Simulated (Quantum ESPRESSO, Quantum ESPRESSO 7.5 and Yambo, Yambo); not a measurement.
# GaAs (F-43m): a self-consistent loop beyond G0W0, cycle by cycle

How far does self-consistency move the gap of GaAs (F-43m)?

Main program and level: Quantum ESPRESSO 7.5 and Yambo 5.3.0; PBE and many-body steps on it, plane waves.

**Experimental background.**

- Gap 1.51 eV: band-edge emission energy from PL (direct gap at Gamma); photoluminescence, 633 nm excitation; 77 K; bulk crystal (MBE GaAs matrix around a thin InAs wetting layer on semi-insulating GaAs (100)) (“Photoluminescence of InAs/GaAs quantum dots under direct two-photon excitation”, 2020, pmc:7331710).

- Gap 1.42 eV: band-edge photoluminescence emission energy of the GaAs substrate; time-integrated photoluminescence; 300 K; bulk crystal ((001) GaAs substrate beneath GaBiAs epilayers) (“Investigation of the anisotropic electron g factor as a probe of the electronic structure of GaBixAs1-x/GaAs epilayers”, 2014, arxiv:1409.8467).

- Gap 1.412 ± 0.01 eV: direct gap E0 at Gamma from ellipsometry; variable-angle spectroscopic ellipsometry, parametric critical-point fit; 300 K; bulk crystal (semi-insulating GaAs(001) reference substrate with native oxide) (“Evidence of valence band perturbations in GaAsN/GaAs(001): A combined variable-angle spectroscopic ellipsometry and modulated photoreflectance investigation”, 2008, arxiv:0805.2212).

- Gap 1.418 ± 0.005 eV: direct gap E0 at Gamma from PR; modulated photoreflectance, low-field lineshape fit; 300 K; bulk crystal (semi-insulating GaAs(001) reference substrate) (“Evidence of valence band perturbations in GaAsN/GaAs(001): A combined variable-angle spectroscopic ellipsometry and modulated photoreflectance investigation”, 2008, arxiv:0805.2212).

### Step 1. The starting structure

It takes space group F-43m (No. 216, cubic). The conventional cell has a = 5.654 Å, b = 5.654 Å, c = 5.654 Å, α = 90.00°, β = 90.00°, γ = 90.00°. Nearest to Ga lie 4 As at 2.45 Å. Nearest to As lie 4 Ga at 2.45 Å. Farther neighbours are not listed.

Structure file:

```cif
data_structure
_symmetry_space_group_name_H-M 'F-43m'
_symmetry_Int_Tables_number 216
_cell_length_a 5.6537
_cell_length_b 5.6537
_cell_length_c 5.6537
_cell_angle_alpha 90.000
_cell_angle_beta 90.000
_cell_angle_gamma 90.000
_cell_volume 180.72
loop_
_atom_site_label
_atom_site_type_symbol
_atom_site_symmetry_multiplicity
_atom_site_Wyckoff_symbol
_atom_site_fract_x
_atom_site_fract_y
_atom_site_fract_z
_atom_site_occupancy
Ga1 Ga 4 a 0.00000 0.00000 0.00000 1
As1 As 4 d 0.25000 0.25000 0.75000 1
```

The cell and positions come from the Crystallography Open Database and are kept as given unless a step says otherwise.

### Step 2. Empty states on the mesh, 4×4×4 mesh, 124 bands

This step: Quantum ESPRESSO 7.5; DFT, PBE, plane waves, norm-conserving pseudopotentials.

The sums over transitions need many empty states on a uniform mesh; this step solves for them.

The input, pw.in:

```
&control
  calculation = 'nscf'
  prefix = 'x'
  outdir = 'o'
  pseudo_dir = 'pseudo'
/
&system
  ibrav = 0
  nat = 2
  ntyp = 2
  ecutwfc = 104.0
  nbnd = 124
  force_symmorphic = .true.
/
&electrons
  conv_thr = 1e-9
  electron_maxstep = 80
  diago_full_acc = .true.
  diago_thr_init = 5e-6
/
ATOMIC_SPECIES
  Ga 69.723 Ga.upf
  As 74.922 As.upf
CELL_PARAMETERS angstrom
  0.0000000000 2.8268500000 2.8268500000
  2.8268500000 0.0000000000 2.8268500000
  2.8268500000 2.8268500000 -0.0000000000
ATOMIC_POSITIONS crystal
  Ga 0.0000000000 0.0000000000 0.0000000000
  As 0.2500000000 0.2500000000 0.2500000000
K_POINTS automatic
  4 4 4 0 0 0
```

Command:

```sh
> OMP_NUM_THREADS=1 mpirun -n 4 pw.x -nk 4 -in pw.in > pw.out
```

The program printed:

```text
Program PWSCF v.7.5 starts

     This program is part of the open-source Quantum ESPRESSO suite
     for quantum simulation of materials; please cite
         "P. Giannozzi et al., J. Phys.:Condens. Matter 21 395502 (2009);
         "P. Giannozzi et al., J. Phys.:Condens. Matter 29 465901 (2017);
         "P. Giannozzi et al., J. Chem. Phys. 152 154105 (2020);
     in publications or presentations arising from this work. More details at

     Atomic positions and unit cell read from directory:
     o/x.save/

     Message from routine setup:
[...]
66.3909  66.3909  66.8454  68.4226  68.4226  68.6866  68.6866  68.7091
     [... 4 further rows ...]
    95.7229  95.7229  96.3827  96.3827  96.5790  96.8161  97.0642  97.0642
    97.8354  97.8354  98.1728 100.6336

          k = 0.3536 0.0000 0.0000 (  5457 PWs)   bands (ev):

     [... further k-points ...]

     highest occupied, lowest unoccupied level (ev):     9.8275   10.3456

     XML data file, pseudopotentials, collected wavefunctions

=------------------------------------------------------------------------------=
   JOB DONE.
=------------------------------------------------------------------------------=
```

Elapsed: 5.9 s, on 4 MPI ranks of Intel Xeon 6975P-C (Granite Rapids), shared host; peak memory 0.48 GiB; 23 s of CPU time.

This step gave:

| Quantity | Value |
| --- | --- |
| gap | 0.5181 eV |
| k of the valence top | 0, 0, 0 |
| k of the conduction bottom | 0, 0, 0 |
| least direct gap | 0.5181 eV |
| k points computed | 8 |
| lowest point of the top converged band, above the valence top | 87.1270 eV |

On this mesh the gap is 0.518 eV.

The density comes from a self-consistent run that is not shown.

### Step 3. Conversion and set-up

This step: Yambo 5.3.0; conversion and set-up on PBE, plane waves, norm-conserving pseudopotentials.

The states are converted to the many-body program's format and the q mesh is built.

Command:

```sh
> (cd o/x.save; p2y > p2y.log; mv SAVE ../..); yambo > setup.log
```

The program printed:

```text
 Yambo, version 5.3.0

 [02] CORE Variables Setup
 =========================

  [02.01] Unit cells
  ==================

  Cell kind             :  FCC
  Atoms in the cell     :  Ga  As
  number of Ga atoms    :  1
  number of As atoms    :  1

  List of atomic masses
  Mass of Ga    :  69.72300
  Mass of As    :  74.92200

  List of atomic coordinates    : [cc]
  Ga1       :  0.000000  0.000000  0.000000  order 1
  As1       :  2.670986  2.670986  2.670986  order 2

  Alat factors          :  5.341972  5.341972  5.341972 [a.u.]
  Direct lattice volume :  304.8842 [a.u.]
[...]
==========================================

 IBZ Q-points                                      :   8
 BZ  Q-points                                      :   64

 K/Q-points units:
 rlu = crystal or reduced units; cc = cartesian coordinates; iku = interal k-units

 Q [1]          [rlu]:  0.000000  0.000000  0.000000
 Q [2]          [rlu]: -0.91587E-18 -0.91587E-18  0.25000
 Q [3]          [rlu]:  0.18317E-17  0.18317E-17 -0.50000
[...]
Q [7]          [rlu]: -0.52231E-17 -0.50000     -0.50000
 Q [8]          [rlu]:  0.250000 -0.500000 -0.250000

  [03.01] X indexes
  =================

   [03.01.01] Sigma indexes
   ========================

 [06] Game Over & Game summary
```

Elapsed: 2.8 s, on 1 MPI rank; peak memory 0.26 GiB.

### Step 4. G0W0

G0W0 replaces the xc potential by the self-energy, built once from these orbitals. Only a window of levels is corrected, while the sums run over the empty bands that the input names.

This step: G0W0 on PBE, plane waves, norm-conserving pseudopotentials.

The input, gw1.in:

```
HF_and_locXC
gw0
dyson
ppa
em1d
rim_cut
RandQpts= 1000000
RandGvec= 1 RL
EXXRLvcs= 104 Ry
VXCRLvcs= 416 Ry
Chimod= "HARTREE"
% BndsRnXp
 1 | 124 |
%
NGsBlkXp= 14.5 Ry
% LongDrXp
 1 | 1 | 1 |
%
% GbndRnge
 1 | 124 |
%
DysSolver= "n"
ExtendOut
PPAPntXp= 27.21138 eV
% QPkrange
 1 | 8 | 19 | 26 |
%
```

Command:

```sh
> OMP_NUM_THREADS=1 mpirun -n 4 yambo -F gw1.in -J gw1 -C gw1 > gw1.log
```

The program printed:

```text
 Yambo, version 5.3.0

 [02] CORE Variables Setup
 =========================

  [... cell, symmetries and grids as in the set-up ...]

  [02.05] Energies & Occupations
  ==============================

  [X] === General ===
  [X] Electronic Temperature                        :  0.000000  0.000000 [eV K]
  [X] Bosonic    Temperature                        :  0.000000  0.000000 [eV K]
  [X] Finite Temperature mode                       : no
  [X] El. density                                   :  0.97390E+24 [cm-3]
  [X] Fermi Level                                   :  9.827511 [eV]

  [X] === Gaps and Widths ===
  [X] Conduction Band Min                           :  0.518057 [eV]
  [X] Valence Band Max                              :  0.000000 [eV]
  [X] Filled Bands                                  :  22
  [X] Empty Bands                                   :   23  124
  [X] Direct Gap                                    :  0.518057 [eV]
  [X] Direct Gap localized at k                     :  1
  [X] Indirect Gap                                  :  0.518057 [eV]
  [X] Indirect Gap between kpts                     :  1  1
  [X] Last valence band width                       :  3.339194 [eV]
  [X] 1st conduction band width                     :  4.106600 [eV]

 [03] Transferred momenta grid and indexing
 ==========================================

 IBZ Q-points                                      :   8
 BZ  Q-points                                      :   64

 K/Q-points units:
 rlu = crystal or reduced units; cc = cartesian coordinates; iku = interal k-units

 Q [1]          [rlu]:  0.000000  0.000000  0.000000
 Q [2]          [rlu]: -0.91587E-18 -0.91587E-18  0.25000
 Q [3]          [rlu]:  0.18317E-17  0.18317E-17 -0.50000
 Q [4]          [rlu]:  0.26116E-17  0.25000      0.25000
 Q [5]          [rlu]:  0.71282E-16  0.25000      0.50000
 Q [6]          [rlu]:  0.18317E-17  0.25000     -0.25000
 Q [7]          [rlu]: -0.52231E-17 -0.50000     -0.50000
 Q [8]          [rlu]:  0.250000 -0.500000 -0.250000

 [04] Coloumb potential Random Integration (RIM)
 ===============================================

  [04.01] RIM initialization
  ==========================

  * Diagonal components only detected *

  8 x (sBL volume)        :  0.101699 [a.u.]
  sBZ random points       :  1000000
  Points outside the sBZ  :   7987327
  RL volume               :  0.813588 [a.u.]
  Integrated volume       :  0.814879 [a.u.]

  [04.02] RIM integrals
  =====================

  Gamma point sphere radius             :  0.084669 [a.u.]
  Points outside the sphere             :   799513
  [Int_sBZ(q=0) 1/q^2]*(Vol_sBZ)^(-1/3) =:  7.764325
                                 should be <:  7.795600

  Summary of Coulomb integrals for non-metallic bands |Q|[au] RIM/Bare

  Q [1] 0.100000E-4 0.995988 * Q [2] 0.254653 1.066317
  Q [4] 0.294048 1.065091 * Q [6] 0.415847 1.027759
  Q [5] 0.487623 1.020584 * Q [3] 0.509306 1.018268
  Q [7] 0.588096 1.014689 * Q [8] 0.657511 1.011648

 [05] Dipoles
 ============

  [05.01] Setup: observables and procedures
  =========================================

 [06] Dynamic Dielectric Matrix (PPA)
 ====================================

 [WR./gw1//ndb.pp]---------------------------------------------------------------
  Brillouin Zone Q/K grids (IBZ/BZ)                :    8   64    8   64
  RL vectors                                       :   6567 [WF]
  Coulomb cutoff potential                         : none
  Electronic Temperature                           :  0.000000 [K]
  Bosonic    Temperature                           :  0.000000 [K]
  PPA    diel. fun.  energies                      : Perdew, Burke & Ernzerhof(X)+Perdew, Burke & Ernzerhof(C)
  wavefunctions                                    : Perdew, Burke & Ernzerhof(X)+Perdew, Burke & Ernzerhof(C)
  Global Gauge                                     : length
  X matrix size                                    :  307
  X band range                                     :    1  124
  X e/h energy range                               : -1.000000 -1.000000 [eV]
  X Time ordering                                  : R
  X Hxc Kernel                                     : HARTREE
  X Drude frequency                                :  0.000000  0.000000
  X poles                                          :  100.0000 [o/o]
  RL vectors in the sum                            :   6567
  [r,Vnl] included                                 : yes
  Field direction                                  :  0.577350E-5  0.577350E-5  0.577350E-5
  BZ energy Double Grid                            : no
  BZ energy DbGd points                            : 0
  BZ Q point size factor                           : -1.000000
  X Optical Averaged directions                    : none

 [07] Local Exchange-Correlation + Non-Local Fock
 ================================================

 [VXC] Plane waves :   43655
 [EXS] Plane waves :   5601

 QP @ state[ 1 ] K range:   1   8
 QP @ state[ 1 ] b range:  19  26

 [xc] Functional : Perdew, Burke & Ernzerhof(X)+Perdew, Burke & Ernzerhof(C)
 [xc] LIBXC used to calculate xc functional
  PP Number of Atomic Species                      :  2
  NLCC RL compoments                               :   43655
  PP Number of Atomic Species                      :  2
  NLCC RL compoments                               :   43655

 [xc] E_xc :  -45.46122 [Ha]
      E_xc :  -90.92244 [Ry]

  Local XC kind (lXC) : Perdew, Burke & Ernzerhof(X)+Perdew, Burke & Ernzerhof(C)
  Non-Local XC kind (nlXC) : Hartree-Fock

  Corrections @ K [1] :  [eV]
 <19|nlXC|19> = -20.34399 -0.81766E-17 <19|lXC|19> = -13.25917  0.000000
 <20|nlXC|20> = -15.93725 -0.20430E-16 <20|lXC|20> = -14.36257 -0.75527E-15
 <21|nlXC|21> = -15.93725  0.14680E-16 <21|lXC|21> = -14.36257  0.000000
 <22|nlXC|22> = -15.93709  0.10270E-16 <22|lXC|22> = -14.36257  0.75527E-15
 <23|nlXC|23> = -10.69831  0.42891E-17 <23|lXC|23> = -14.69846  0.000000
 <24|nlXC|24> = -7.088600 -0.80180E-17 <24|lXC|24> = -11.53166  0.000000
[...]
Corrections @ K [2] :  [eV]
[...]
Corrections @ K [3] :  [eV]
[...]
Corrections @ K [4] :  [eV]
[...]
Corrections @ K [5] :  [eV]
[...]
[... 2 further k-points ...]
  Corrections @ K [8] :  [eV]
[...]
<24|nlXC|24> = -6.655441 -0.24832E-17 <24|lXC|24> = -10.95971  0.000000
 <25|nlXC|25> = -6.572401  0.37015E-18 <25|lXC|25> = -11.67127  0.000000
 <26|nlXC|26> = -5.708818  0.11996E-17 <26|lXC|26> = -10.37116  0.000000

  [07.01] Hartree-Fock occupations report
  =======================================

  [Hartree-Fock] === General ===
  [Hartree-Fock] Electronic Temperature             :  0.000000  0.000000 [eV K]
  [Hartree-Fock] Bosonic    Temperature             :  0.000000  0.000000 [eV K]
  [Hartree-Fock] Finite Temperature mode            : no
  [Hartree-Fock] El. density                        :  0.97390E+24 [cm-3]
  [Hartree-Fock] Fermi Level                        :  9.827511 [eV]

  [Hartree-Fock] === Gaps and Widths ===
  [Hartree-Fock] Conduction Band Min                :  4.518207 [eV]
  [Hartree-Fock] Valence Band Max                   : -1.574522 [eV]
  [Hartree-Fock] Filled Bands                       :  22
  [Hartree-Fock] Empty Bands                        :   23  124
  [Hartree-Fock] Direct Gap                         :  6.092729 [eV]
  [Hartree-Fock] Direct Gap localized at k          :  1
  [Hartree-Fock] Indirect Gap                       :  6.092729 [eV]
  [Hartree-Fock] Indirect Gap between kpts          :  1  1
  [Hartree-Fock] Last valence band width            :  4.386511 [eV]
  [Hartree-Fock] 1st conduction band width          :  5.148084 [eV]

 [08] Dyson equation: Newton solver
 ==================================

  [08.01] G0W0 (W PPA)
  ====================

  [  GW  ] Bands range     :    1  124
  [GW/PPA] G damping       :  0.100000 [eV]

  QP @ state[ 1 ] K range:   1   8
  QP @ state[ 1 ] b range:  19  26

   Sc/G bands                                       :    1  124
   Sc/G damping                                     :  0.100000 ev
   Sc bands terminator                              : no
   Sx RL components                                 :   5601

   QP @ state[ 1 ] K range                          :   1   8
   QP @ state[ 1 ] b range                          :  19  26
   GF energies kind                                 : Perdew, Burke & Ernzerhof(X)+Perdew, Burke & Ernzerhof(C)
   GF WF`s kind                                     : Perdew, Burke & Ernzerhof(X)+Perdew, Burke & Ernzerhof(C)
   Xs energies kind                                 : Perdew, Burke & Ernzerhof(X)+Perdew, Burke & Ernzerhof(C)
   Xs WF`s kind                                     : Perdew, Burke & Ernzerhof(X)+Perdew, Burke & Ernzerhof(C)

 [11] Game Over & Game summary
```

It took 11 min on 4 MPI ranks; peak memory 2.4 GiB.

This step gave:

```yaml
g0w0_gap_on_the_mesh: 1.176 eV
starting_gap_on_the_mesh: 0.5181 eV
k_of_the_valence_top: 0, 0, 0
k_of_the_conduction_bottom: 0, 0, 0
least_direct_g0w0_gap_on_the_computed_points: 1.176 eV
z_at_the_valence_top: 0.7949
z_at_the_conduction_bottom: 0.7984
```

The gap on the mesh goes from 0.52 eV to 1.18 eV, a correction of +0.66 eV.

### Step 5. evGW0, cycle 1

This step: evGW0 on PBE, plane waves, norm-conserving pseudopotentials.

gw2.in, as its differences from gw1.in of step 4:

```diff
@@ -27 +27,2 @@
 %
+GfnQPdb= "E < ./gw1/ndb.QP"
```

Command:

```sh
> OMP_NUM_THREADS=1 mpirun -n 4 yambo -F gw2.in -J gw2,gw1_W -C gw2 > gw2.log
```

The program printed:

```text
 Yambo, version 5.3.0

 [02] CORE Variables Setup
 =========================

  [... cell, symmetries and grids as in the set-up ...]

  [02.05] Energies & Occupations
  ==============================

  [X] === General ===
  [X] Electronic Temperature                        :  0.000000  0.000000 [eV K]
  [X] Bosonic    Temperature                        :  0.000000  0.000000 [eV K]
  [X] Finite Temperature mode                       : no
  [X] El. density                                   :  0.97390E+24 [cm-3]
  [X] Fermi Level                                   :  9.827511 [eV]

  [X] === Gaps and Widths ===
  [X] Conduction Band Min                           :  0.518057 [eV]
  [X] Valence Band Max                              :  0.000000 [eV]
  [X] Filled Bands                                  :  22
  [X] Empty Bands                                   :   23  124
  [X] Direct Gap                                    :  0.518057 [eV]
  [X] Direct Gap localized at k                     :  1
  [X] Indirect Gap                                  :  0.518057 [eV]
  [X] Indirect Gap between kpts                     :  1  1
  [X] Last valence band width                       :  3.339194 [eV]
  [X] 1st conduction band width                     :  4.106600 [eV]

 [03] Transferred momenta grid and indexing
 ==========================================

 IBZ Q-points                                      :   8
 BZ  Q-points                                      :   64

 K/Q-points units:
 rlu = crystal or reduced units; cc = cartesian coordinates; iku = interal k-units

 Q [1]          [rlu]:  0.000000  0.000000  0.000000
 Q [2]          [rlu]: -0.91587E-18 -0.91587E-18  0.25000
 Q [3]          [rlu]:  0.18317E-17  0.18317E-17 -0.50000
[...]
[G+QP] Indirect Gap                               :  1.175805 [eV]
  [G+QP] Indirect Gap between kpts                  :  1  1
  [G+QP] Last valence band width                    :  3.567325 [eV]
  [G+QP] 1st conduction band width                  :  4.197865 [eV]

  [coarse-grid] Minimum Bare Gap        [ev]:  0.518057
  [coarse-grid] Minimum Gap Correction  [ev]:  0.657748

  Eqp @ K [1]
  -184.9350 -143.8405 -128.3009 -128.3009 -128.3009  -94.5512  -94.5512  -94.5512
  -35.28554 -35.28554 -35.28554 -35.27647 -35.27647 -14.92370 -14.92370 -14.92370
   -14.8468     -14.8468     -12.7137    -0.141134E-3 -0.156425E-3   0.00000      1.17581      4.29972
[...]
Eqp @ K [2]
[...]
Eqp @ K [3]
[...]
Eqp @ K [4]
[...]
Eqp @ K [5]
[...]
[... 2 further k-points ...]
  Eqp @ K [8]
[...]
18.78965  19.32172  20.75424  22.05784  22.54779  24.14226  25.78269  26.07814
   27.58203  27.67842  28.17431  28.45742  28.61300  29.66349  36.00005  36.31718

 [07] Dipoles
 ============

  [07.01] Setup: observables and procedures
  =========================================

 [08] Dynamic Dielectric Matrix (PPA)
 ====================================

   Sc/G bands                                       :    1  124
   Sc/G damping                                     :  0.100000 ev
   Sc bands terminator                              : no
   Sx RL components                                 :   5601

   QP @ state[ 1 ] K range                          :   1   8
   QP @ state[ 1 ] b range                          :  19  26
   GF energies kind                                 : Perdew, Burke & Ernzerhof(X)+Perdew, Burke & Ernzerhof(C)+ E < ./gw1/ndb.QP + @E Fit
   GF WF`s kind                                     : Perdew, Burke & Ernzerhof(X)+Perdew, Burke & Ernzerhof(C)
   Xs energies kind                                 : Perdew, Burke & Ernzerhof(X)+Perdew, Burke & Ernzerhof(C)
   Xs WF`s kind                                     : Perdew, Burke & Ernzerhof(X)+Perdew, Burke & Ernzerhof(C)

 [13] Game Over & Game summary
```

Elapsed: 9.3 min, on 4 MPI ranks; peak memory 2.4 GiB.

Numbers from this step:

| Quantity | Value |
| --- | --- |
| quasiparticle gap on the mesh | 1.238 eV |
| gap of the density functional on the mesh | 0.5181 eV |
| k of the valence top | 0, 0, 0 |
| k of the conduction bottom | 0, 0, 0 |
| least direct quasiparticle gap on the computed points | 1.238 eV |
| Z at the valence top | 0.7977 |
| Z at the conduction bottom | 0.8054 |

Against G0W0 in Yambo (4×4×4 mesh, 124 bands, screening to 197.3 eV, Godby-Needs plasmon pole), the gap moves by +0.062 eV.

The program's own table gives 1.366 eV, which is too large where the input levels are shifted: this version takes Σc at the unshifted level E₀, yet steps from the shifted one. The value above is the Newton step from E₀, E₀ + Z(Σc + Σx − Vxc), rebuilt from the printed columns.

(Part 1 of 2 ends here.)

[Paths, hosts, dates, memory and timing lines, banners, echoed tables and standing remarks are left out of the program output.]

[Logs are printed without paths, hosts, clocks, repeated set-up lines and the standing remarks that a program may print on its own settings, such as how far it seeks lower states.]

[Runs of the session that timed out or met a known fault of the program may be left out.]

[Hosts, paths, dates, database ids (printed as entryN), source tags and the programs' standing remarks are cut or masked in the printed files.]
